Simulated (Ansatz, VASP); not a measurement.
# HfC in VASP and in Ansatz

```
CELL_PARAMETERS angstrom
0.00000 2.32500 2.32500
2.32500 0.00000 2.32500
2.32500 2.32500 0.00000
ATOMIC_POSITIONS crystal
Hf 0.50000 0.50000 0.50000
C 0.96774 0.03226 0.96774
```

Change from the starting cell: all C atoms moved -0.150 Å, as atom 2 along Cartesian [0 1 0].

Alike in both runs: task single point; functional PBEsol; k mesh 18 × 18 × 18; occupations gaussian, width 0.15 eV; no spin polarisation.

|  | VASP | Ansatz |
| --- | --- | --- |
| version | VASP 6.6.1 | Ansatz 0.2.0 |
| potentials or method | VASP PAW PBE potentials, release 64 (Hf_pv, C) | scalar-relativistic, plane waves, PAW |
| plane-wave cutoff (eV) | 520 | 420 |
| valence electrons in the cell | 14 | 30 |

Ansatz gave:

| Quantity | Value |
| --- | --- |
| gap on the k mesh at the Fermi level (eV) | none |
| pressure (GPa) | -4.5 |
| largest component of the traceless stress (GPa) | 4.49 |
| rms of the force components (eV/Å) | 0.664 |

Task: Estimate VASP's values.

Result: gap on the k mesh at the Fermi level (eV): none; pressure (GPa): -4.9; largest component of the traceless stress (GPa): 4.61; rms of the force components (eV/Å): 0.663.

Atom by atom the forces differ by 0.001 eV/Å (rms over components). A gap of «none» marks a metal or a gap that the smearing closes. The two sets of potentials don't hold the same shells in valence.

Caveats: the PAW data sets were made with another functional, which shifts forces and pressure a little (VASP). Spin-orbit coupling is left out, which matters for the levels of Hf.
